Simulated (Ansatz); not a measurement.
Ansatz input

```yaml
crystal:
  lattice:
    - [1.7290008993, 0.9982391346, 2.228]
    - [-1.7290008993, 0.9982391346, 2.228]
    - [0.0, -1.9964782693, 2.228]
  atoms:
    - { symbol: Hg, position: [1.0, 0.0, 0.0] }
hamiltonian:
  xc: blyp
  pseudopotentials:
    kind: paw
    azcp:
      Hg: "pseudopotentials/Hg.paw.azcp"
basis:
  ecutwfc: 420
  fft_grid_basis: typed
kpoints:
  mp_grid: { grid: [11, 11, 11], shift: [0, 0, 0] }
magnetization:
  spin_polarized: false
scf:
  occupations: { method: fermi_dirac, width: 0.1 }
relax:
  max_steps: 60
  f_tol: 0.01
  cell: {}
```

Output

```
Engine: ansatz 0.2.0, x86_64-unknown-linux-gnu
Pseudopotentials: kind: paw
Pseudopotential: Hg, paw, valence charge 20, recommended cutoff 420 eV (normal) 
Functional definition: BLYP
  parameter beta = 0.0042
  parameter a = 0.04918
  parameter b = 0.132
  parameter c = 0.2533
  parameter d = 0.349
  exchange = b88_x(beta = beta)
  correlation = lyp_c(a = a, b = b, c = c, d = d)
Crystal: 1 atoms, lattice volume = 23.073 Å³
Basis set: ecut = 420 eV, 433 PW (Γ), exchange–correlation on 40×40×40 points (8 copies of the dense FFT grid, shifted against one another)
Bands: 14, of which v1, the nominal top of the filled ones, is band 10 counted from 1 (9 counted from 0)
Symmetry: 12 space group operations
Space group: R-3m (ITA 166), of the structure as read, at distance tolerance 2.8e-5 Å
k-points: 146 of 1331
Non-local potential: Hg, projectors of the file, l = 0: 3, l = 1: 2, l = 2: 2, l = 3: 1
PAW form: soft (Blöchl's): semilocal exchange-correlation on the pseudo side does not see the compensation charge
PAW frozen core: Hg, regenerated for the run's functional, and the local potential with it (the file was generated under x = pbe(κ = 0.804, μ = 0.2195149727645171), c = pbe(β = 0.06672455060314922))
PAW one-centre angular grid: Hg, 590 points (default); XC on 64 Gauss nodes
Initial density: superposition of atomic densities (neutral atoms: chi_scale 0, normalization atom), corrected by the library's trained network
Initial wavefunctions: pseudopotential atomic-orbital guess
Functional: x = b88, c = lyp
SCF iter   1: F=—  HF=-13840.671519 eV  |F-HF|=—  |Δ(HF+E_count)|=         —  Δρ=5.31e-3  dr2=4.92e-3  ethr=1.77e-3  ⟨swp⟩=4.9  Hψ=10438  notcnv=0
SCF iter   2: F=—  HF=-13840.672167 eV  |F-HF|=—  |Δ(HF+E_count)|=   6.47e-4  Δρ=3.50e-3  dr2=2.63e-3  ethr=2.46e-5  ⟨swp⟩=1.2  Hψ=3241  notcnv=0
SCF iter   3: F=—  HF=-13840.672483 eV  |F-HF|=—  |Δ(HF+E_count)|=   3.16e-4  Δρ=1.27e-3  dr2=3.07e-4  ethr=1.32e-5  ⟨swp⟩=2.0  Hψ=2911  notcnv=0
SCF iter   4: F=—  HF=-13840.672412 eV  |F-HF|=—  |Δ(HF+E_count)|=   7.13e-5  Δρ=2.10e-4  dr2=1.15e-5  ethr=1.54e-6  ⟨swp⟩=2.0  Hψ=2937  notcnv=0
SCF iter   5: F=—  HF=-13840.672414 eV  |F-HF|=—  |Δ(HF+E_count)|=   1.88e-6  Δρ=4.65e-5  dr2=6.04e-7  ethr=5.75e-8  ⟨swp⟩=2.0  Hψ=2935  notcnv=0
...
SCF iter   2: F=—  HF=-13841.155875 eV  |F-HF|=—  |Δ(HF+E_count)|=   1.41e-2  Δρ=2.65e-4  dr2=5.89e-6  ethr=1.56e-7  ⟨swp⟩=3.4  Hψ=3740  notcnv=0
SCF iter   3: F=—  HF=-13841.158770 eV  |F-HF|=—  |Δ(HF+E_count)|=   2.89e-3  Δρ=1.49e-4  dr2=3.96e-6  ethr=2.94e-8  ⟨swp⟩=4.1  Hψ=3837  notcnv=0
SCF iter   4: F=—  HF=-13841.165174 eV  |F-HF|=—  |Δ(HF+E_count)|=   6.40e-3  Δρ=4.47e-5  dr2=1.31e-6  ethr=1.98e-8  ⟨swp⟩=5.0  Hψ=5151  notcnv=0
SCF iter   5: F=—  HF=-13841.166693 eV  |F-HF|=—  |Δ(HF+E_count)|=   1.52e-3  Δρ=1.46e-5  dr2=2.99e-7  ethr=6.54e-9  ⟨swp⟩=3.2  Hψ=3809  notcnv=0
SCF iter   6: F=—  HF=-13841.166750 eV  |F-HF|=—  |Δ(HF+E_count)|=   5.70e-5  Δρ=3.82e-6  dr2=4.16e-8  ethr=1.49e-9  ⟨swp⟩=2.1  Hψ=3045  notcnv=0
SCF iter   7: F=—  HF=-13841.166751 eV  |F-HF|=—  |Δ(HF+E_count)|=   1.31e-6  Δρ=1.90e-6  dr2=1.28e-8  ethr=2.08e-10  ⟨swp⟩=2.2  Hψ=2942  notcnv=0
SCF iter   8: F=—  HF=-13841.166751 eV  |F-HF|=—  |Δ(HF+E_count)|=   1.29e-8  Δρ=6.12e-7  dr2=7.23e-10  ethr=6.39e-11  ⟨swp⟩=2.0  Hψ=2922  notcnv=0
SCF iter   9: F=—  HF=-13841.166751 eV  |F-HF|=—  |Δ(HF+E_count)|=  2.00e-10  Δρ=3.44e-7  dr2=4.71e-10  ethr=3.61e-12  ⟨swp⟩=2.2  Hψ=2953  notcnv=0
SCF iter  10: F=—  HF=-13841.166751 eV  |F-HF|=—  |Δ(HF+E_count)|=  2.40e-10  Δρ=8.03e-8  dr2=2.29e-11  ethr=2.36e-12  ⟨swp⟩=2.0  Hψ=2905  notcnv=0
SCF iter  11: F=-13841.166751 eV  HF=-13841.166751 eV  |F-HF|=1.82e-12  |Δ(HF+E_count)|=  3.64e-11  Δρ=7.71e-9  dr2=1.41e-13  ethr=1.00e-12  ⟨swp⟩=6.0  Hψ=7438  notcnv=0
SCF 42 converged in 11 iterations: F = -13841.166751 eV  dr2 = 1.41e-13
relax step  42: F+E_penalty+E_count = -13841.16675119 eV  Δ(F+E_penalty+E_count) = -1.722e-3 eV  max|allowed force component| = 0.000e0 eV/Å  Δτ_max = 0.0000 Å  P = +0.047 GPa  Ω = 127.825 Å³  stress off target by 4.80e-2 GPa  SCF on the basis re-selected at this cell (its energy is not comparable with the rows above)  (11 SCF iters)
basis re-selected at this cell: Δ(F+E_penalty+E_count) = -1.722e-3 eV, ΔP = +0.031 GPa vs the last step (what re-selecting the basis moved, of the pressure what is left beyond the Pulay correction that the steps carried, after the strain that the cell walked since its last selection, with what the two solves' SCF thresholds leave and, on support functions, any second-order correction that the steps lacked; it is no measure of the basis error at this ecutwfc). This SCF's stress stands 4.80e-2 GPa from its target on what of the cell is left free (relax.cell.stress_tol is 5.00e-2 GPa) and its largest allowed force component is 0.00e0 eV/Å (relax.f_tol is 1.00e-2 eV/Å): within both
SCF converged after 11 iterations
Free energy (F): -13841.166751 eV
Harris-Foulkes:  -13841.166751 eV  (|F-HF|=1.82e-12)
Internal energy: -13841.166751 eV  (E = F + TS)
E sigma→0 (E₀):  -13841.166751 eV
Fermi energy:    -0.741410 eV
--- Per-component energies (eV) ---
  E_band       = -674.239862
  E_kinetic    = 605.025503
  E_local      = -4718.245770  (includes V_loc(G=0)·N_el)
  E_nonlocal   = 69.841024
  E_hartree    = 2034.560816
  E_xc         = -217.191716
  E_vxc        = -257.138548  (∫ρ·V_xc dr)
  E_paw        = -9976.569378  (= ΣΔE_a)
  E_vpaw       = -442.844622  (= ΣTr[D̂ρ^β])
  E_aug_tail   = 0.000892  (compensation charges beyond the density's cutoff)
  E_ewald      = -1638.738330
  E_core_change = 0.150209  (= ΣΔE_core)
  E_smearing   = -0.000000  (= −TS)
  E_closure    = 0.000000  (closes the sum)
  Σ components = -13841.166751   (vs F -13841.166751, Δ=0.00e0)
--- Forces (eV/Å), atoms counted from 1 ---
  atom   1  Hg    -0.00000000     0.00000000     0.00000000
  max |Σ_I F_I| component: 2.69e-28 eV/Å
--- Stress (GPa, compression-positive) ---
        0.048036       0.000000       0.000000
        0.000000       0.048036       0.000000
        0.000000       0.000000       0.044284
  P = ⅓ Tr σ = 0.0468 GPa (0.468 kbar)
--- Relaxed structure (36 steps of the walk, 34 accepted, 6 SCFs on fresh bases) ---
  F+E_penalty+E_count = -13841.16675119 eV   max|allowed force component| = 0.000e0 eV/Å   (the final SCF, on the basis selected at the relaxed cell)
  cell:  # Å, volume = 127.8248 Å³
    - [3.114729204276898, 1.7982897445136032, 3.8035046290567847]
    - [-3.114729204276898, 1.7982897445136032, 3.8035046290567847]
    - [1.2438796990781964e-16, -3.5965794891125635, 3.803504629016428]
  atoms:
    - { symbol: Hg, position: [1.0, 5.551115123125783e-17, 1.1102230246251565e-16] }
```
